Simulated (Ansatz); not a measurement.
# TiO2 (P4_2/mnm) in Ansatz: notebook, part 2 of 2

Ansatz 0.2.0. Earlier steps stand in the parts before.

**3. Single point, PBE, 9.81 Å³/atom (volume scaled by 0.94)**

The input, input.yaml:

```yaml
crystal:
  lattice:
    - [4.5059367448, 0.0, 0.0]
    - [0.0, 4.5059367448, 0.0]
    - [0.0, 0.0, 2.8988044961]
  atoms:
    - { symbol: Ti, position: [0.0, 0.0, 0.5] }
    - { symbol: Ti, position: [0.5, 0.5, 0.0] }
    - { symbol: O, position: [0.30432132, 0.30432132, 0.5] }
    - { symbol: O, position: [0.19567868, 0.80432132, 0.0] }
    - { symbol: O, position: [0.80432132, 0.19567868, 0.0] }
    - { symbol: O, position: [0.69567868, 0.69567868, 0.5] }
hamiltonian:
  xc: pbe
  pseudopotentials: { kind: paw, source: jth }
kpoints:
  mp_grid: { grid: [6, 6, 9] }
scf:
  occupations: { method: fermi_dirac, width: 0.05 }
output:
  forces: true
  stress: true
  eigenvalues: true
```

Potentials or basis: JTH PAW.

On the command line:

```bash
> ansatz run input.yaml --threads 2 --pin off --max-ram 5120MiB --backend cpu --events-out ev --progress --plain --runs-dir out
```

Output:

```text
Warning: the checks of this Ti dataset prove no rule for summing its radial tables, as where they were carried onto another mesh than they were made on, and Gregory's rule is taken, under which a leading mesh point left out moves its sums only by what lay on the interval it spanned. That does not make them correct, and they differ from Quantum ESPRESSO's on this file; a re-export a fraction of a mesh step off can move them. hamiltonian.pseudopotentials.radial_quadrature: simpson_from_first_knot sums it by `pw.x`'s rule; on a PAW file no value gives `pw.x`'s numbers. What more to know: hamiltonian.pseudopotentials.radial_quadrature, in the input reference
Warning: the checks of this O dataset prove no rule for summing its radial tables, as where they were carried onto another mesh than they were made on, and Gregory's rule is taken, under which a leading mesh point left out moves its sums only by what lay on the interval it spanned. That does not make them correct, and they differ from Quantum ESPRESSO's on this file; a re-export a fraction of a mesh step off can move them. hamiltonian.pseudopotentials.radial_quadrature: simpson_from_first_knot sums it by `pw.x`'s rule; on a PAW file no value gives `pw.x`'s numbers. What more to know: hamiltonian.pseudopotentials.radial_quadrature, in the input reference
Warning: RAYON_NUM_THREADS=2 ignored (pool sized by the plan → 2); use --threads N
Engine: ansatz 0.2.0, aarch64-unknown-linux-gnu
Pseudopotentials: kind: paw
Pseudopotential: Ti, paw, valence charge 12, recommended cutoff 1230 eV (normal), Ti.paw.azcp
Pseudopotential: O, paw, valence charge 6, recommended cutoff 1380 eV (normal), O.paw.azcp
Functional definition: PBE
  parameter kappa = 0.804
  parameter beta = 0.06672455060314922
[... 50 lines left out ...]
--- Forces (eV/Å), atoms counted from 1 ---
  atom   1  Ti     0.00000000    -0.00000000     0.00000000
  atom   2  Ti     0.00000000     0.00000000     0.00000000
  atom   3  O     -0.22981573    -0.22981573     0.00000000
  atom   4  O      0.22981573    -0.22981573     0.00000000
  atom   5  O     -0.22981573     0.22981573     0.00000000
  atom   6  O      0.22981573     0.22981573     0.00000000
  max |Σ_I F_I| component: 1.11e-16 eV/Å
--- Stress (GPa, compression-positive) ---
       20.805444       0.000000       0.000000
        0.000000      20.805444       0.000000
        0.000000       0.000000      24.637173
  P = ⅓ Tr σ = 22.0827 GPa (220.827 kbar)
--- Band table (eV; the first three rows and the last of 50) ---
  k-point 0: bands = ["-46.4865", "-46.4624", "-22.8780", "-22.8780", "-22.6635", "-22.6635", "-22.6061", "-22.5624", "-8.3168", "-7.0691", "-6.1537", "-6.1537", "4.1433", "4.5013", "4.8454", "6.1350", "6.1350", "7.5222", "7.5222", "8.1542", "9.4834", "9.7143", "9.7143", "10.1664", "12.1797", "12.5141", "12.7688", "12.8825", "12.8825", "15.0459"]
  k-point 1: bands = ["-46.4796", "-46.4569", "-22.8604", "-22.8604", "-22.6735", "-22.6603", "-22.6603", "-22.6337", "-8.1682", "-6.9784", "-6.2311", "-6.2311", "4.3393", "4.6531", "4.9962", "5.9871", "5.9871", "7.7565", "7.7923", "7.7923", "8.9413", "9.4549", "9.4549", "10.0968", "12.5190", "12.6466", "12.6805", "13.0527", "13.0527", "15.0480"]
  k-point 2: bands = ["-46.4618", "-46.4432", "-22.8407", "-22.8139", "-22.8139", "-22.8104", "-22.6537", "-22.6537", "-7.7735", "-6.7646", "-6.4259", "-6.4259", "4.8572", "5.0402", "5.4397", "5.8417", "5.8417", "6.9214", "7.8916", "8.2421", "8.2421", "8.8244", "8.8244", "9.7786", "12.5757", "12.8862", "13.1140", "13.4510", "13.4510", "14.7318"]
  k-point 49: bands = ["-46.4226", "-46.4226", "-23.1344", "-23.1344", "-22.7123", "-22.7123", "-22.6596", "-22.6596", "-6.8936", "-6.8936", "-6.5548", "-6.5548", "5.1329", "5.1329", "5.4632", "5.4632", "6.4821", "6.4821", "7.4244", "7.4244", "8.7293", "8.7293", "9.4686", "9.4686", "13.0194", "13.0194", "13.6125", "13.6125", "13.6642", "13.6642"]
```

It took 15 s on 2 threads of Arm Neoverse V1, shared host; peak memory 0.72 GiB.

What came out:

```yaml
Free_energy: -7276.4409 eV
Pressure: 22.1 GPa
Largest_force: 0.325 eV/Å
Band_gap_on_the_k_mesh: 2.01 eV, direct
```

Caveat: odd divisions of the mesh miss points on the zone boundary, where band edges often lie, so the gap on the mesh can be too wide.

**4. Single point, PBE, 10.02 Å³/atom (volume scaled by 0.96)**

input.yaml: that of step 3 with these lines changed.

```diff
@@ -2,5 +2,5 @@
   lattice:
-    - [4.5059367448, 0.0, 0.0]
-    - [0.0, 4.5059367448, 0.0]
-    - [0.0, 0.0, 2.8988044961]
+    - [4.5376697393, 0.0, 0.0]
+    - [0.0, 4.5376697393, 0.0]
+    - [0.0, 0.0, 2.9192192849]
   atoms:
@@ -23 +23,5 @@
   eigenvalues: true
+  write_density: true
+  write_potential: true
+  elf: true
+  volumetric_format: npy
```

On the command line:

```bash
> ansatz run input.yaml --threads 2 --pin off --max-ram 5120MiB --backend cpu --events-out ev --progress --plain --runs-dir out
```

Wall time 18 s (2 threads of Arm Neoverse V1, shared host); peak memory 0.72 GiB.

Results (log left out):

* Free energy: -7276.5879 eV
* Pressure: 15.6 GPa
* Largest force: 0.211 eV/Å
* Band gap on the k mesh: 1.96 eV, direct

Caveat: odd divisions of the mesh miss points on the zone boundary, where band edges often lie, so the gap on the mesh can be too wide.

**5. Single point, PBE, 10.23 Å³/atom (volume scaled by 0.98)**

input.yaml: that of step 4 with these lines changed.

```diff
@@ -2,5 +2,5 @@
   lattice:
-    - [4.5376697393, 0.0, 0.0]
-    - [0.0, 4.5376697393, 0.0]
-    - [0.0, 0.0, 2.9192192849]
+    - [4.5689650023, 0.0, 0.0]
+    - [0.0, 4.5689650023, 0.0]
+    - [0.0, 0.0, 2.9393524679]
   atoms:
@@ -23,5 +23 @@
   eigenvalues: true
-  write_density: true
-  write_potential: true
-  elf: true
-  volumetric_format: npy
```

On the command line:

```bash
> ansatz run input.yaml --threads 2 --pin off --max-ram 5120MiB --backend cpu --events-out ev --progress --plain --runs-dir out
```

Run time: 14 s. Hardware: 2 threads of Arm Neoverse V1, shared host; peak memory 0.73 GiB.

The run converged. Its results:

```yaml
Free_energy: -7276.6871 eV
Pressure: 9.8 GPa
Largest_force: 0.106 eV/Å
Band_gap_on_the_k_mesh: 1.91 eV, direct
```

Caveat: odd divisions of the mesh miss points on the zone boundary, where band edges often lie, so the gap on the mesh can be too wide.

**6. Single point, PBE, 10.44 Å³/atom**

input.yaml: that of step 5 with these lines changed.

```diff
@@ -2,5 +2,5 @@
   lattice:
-    - [4.5689650023, 0.0, 0.0]
-    - [0.0, 4.5689650023, 0.0]
-    - [0.0, 0.0, 2.9393524679]
+    - [4.5998373239, 0.0, 0.0]
+    - [0.0, 4.5998373239, 0.0]
+    - [0.0, 0.0, 2.95921356]
   atoms:
@@ -23 +23,5 @@
   eigenvalues: true
+  write_density: true
+  write_potential: true
+  elf: true
+  volumetric_format: npy
```

Potentials or basis: JTH PAW.

On the command line:

```bash
> ansatz run input.yaml --threads 2 --pin off --max-ram 5120MiB --backend cpu --events-out ev --progress --plain --runs-dir out
```

Run time: 21 s. Hardware: 2 threads of Arm Neoverse V1, shared host; peak memory 0.73 GiB.

Results (log left out):

```yaml
Free_energy: -7276.7432 eV
Pressure: 4.6 GPa
Largest_force: 0.008 eV/Å
Band_gap_on_the_k_mesh: 1.86 eV, direct
```

Caveat: odd divisions of the mesh miss points on the zone boundary, where band edges often lie, so the gap on the mesh can be too wide.

**7. Single point, PBE, 10.64 Å³/atom (volume scaled by 1.02)**

input.yaml: that of step 6 with these lines changed.

```diff
@@ -2,5 +2,5 @@
   lattice:
-    - [4.5998373239, 0.0, 0.0]
-    - [0.0, 4.5998373239, 0.0]
-    - [0.0, 0.0, 2.95921356]
+    - [4.6303007105, 0.0, 0.0]
+    - [0.0, 4.6303007105, 0.0]
+    - [0.0, 0.0, 2.9788115719]
   atoms:
```

On the command line:

```bash
> ansatz run input.yaml --threads 2 --pin off --max-ram 5120MiB --backend cpu --events-out ev --progress --plain --runs-dir out
```

It took 20 s on 2 threads of Arm Neoverse V1, shared host; peak memory 0.74 GiB.

Results (log left out):

```yaml
Free_energy: -7276.7606 eV
Pressure: -0.1 GPa
Largest_force: 0.084 eV/Å
Band_gap_on_the_k_mesh: 1.81 eV, direct
```

Caveat: odd divisions of the mesh miss points on the zone boundary, where band edges often lie, so the gap on the mesh can be too wide.

**8. Single point, PBE, 10.85 Å³/atom (volume scaled by 1.04)**

input.yaml: that of step 7 with these lines changed.

```diff
@@ -2,5 +2,5 @@
   lattice:
-    - [4.6303007105, 0.0, 0.0]
-    - [0.0, 4.6303007105, 0.0]
-    - [0.0, 0.0, 2.9788115719]
+    - [4.6603684408, 0.0, 0.0]
+    - [0.0, 4.6603684408, 0.0]
+    - [0.0, 0.0, 2.9981550462]
   atoms:
```

On the command line:

```bash
> ansatz run input.yaml --threads 2 --pin off --max-ram 5120MiB --backend cpu --events-out ev --progress --plain --runs-dir out
```

Wall time 20 s (2 threads of Arm Neoverse V1, shared host); peak memory 0.75 GiB.

It converged, with:

* Free energy: -7276.7430 eV
* Pressure: -4.3 GPa
* Largest force: 0.169 eV/Å
* Band gap on the k mesh: 1.76 eV, direct

Caveat: odd divisions of the mesh miss points on the zone boundary, where band edges often lie, so the gap on the mesh can be too wide.

**9. Single point, PBE, 11.06 Å³/atom (volume scaled by 1.06)**

input.yaml: that of step 8 with these lines changed.

```diff
@@ -2,5 +2,5 @@
   lattice:
-    - [4.6603684408, 0.0, 0.0]
-    - [0.0, 4.6603684408, 0.0]
-    - [0.0, 0.0, 2.9981550462]
+    - [4.6900531165, 0.0, 0.0]
+    - [0.0, 4.6900531165, 0.0]
+    - [0.0, 0.0, 3.0172520901]
   atoms:
@@ -23,5 +23 @@
   eigenvalues: true
-  write_density: true
-  write_potential: true
-  elf: true
-  volumetric_format: npy
```

Potentials or basis: JTH PAW.

On the command line:

```bash
> ansatz run input.yaml --threads 2 --pin off --max-ram 5120MiB --backend cpu --events-out ev --progress --plain --runs-dir out
```

Run time: 15 s. Hardware: 2 threads of Arm Neoverse V1, shared host; peak memory 0.77 GiB.

It converged, with:

```
Free energy            : -7276.6939 eV
Pressure               : -8.2 GPa
Largest force          : 0.248 eV/Å
Band gap on the k mesh : 1.72 eV, direct
```

Caveat: odd divisions of the mesh miss points on the zone boundary, where band edges often lie, so the gap on the mesh can be too wide.

**10. Equation of state, PBE**

This step only gathers the single runs of the series.

Results:

```yaml
Equilibrium_volume: 10.64 Å³/atom
Bulk_modulus_at_fixed_shape_and_positions: 228 GPa
Pressure_derivative_of_the_bulk_modulus: 4.3
```

Energy against volume, from the lowest point:
```csv
volume (Å³/atom),energy (meV/atom)
9.809,53.28
10.018,28.78
10.227,12.25
10.435,2.89
10.644,0.00
10.853,2.93
11.062,11.11
```

Caveat: the cell was scaled at fixed shape and fractional positions, which overstates the stiffness of a crystal with free parameters, most of all of layers and chains.

**11. How close it comes**

Step 2. A measured gap of TiO2 is 3.03 eV (direct; 1.6 K; quoted in “Shallow Valence Band of Rutile GeO2 and P-type Doping”, 2020, arxiv:2011.08928); the calculated 1.86 eV misses it by -1.17 eV. 2 values of this kind are on record in papers (3.03 to 3.05 eV); this one was drawn at random among those near their median. The value is that of BLYP, without temperature or zero-point motion. Semilocal functionals fall short of measured gaps as a rule. The cell is a database's relaxed one, not the measured one, which moves gaps too.
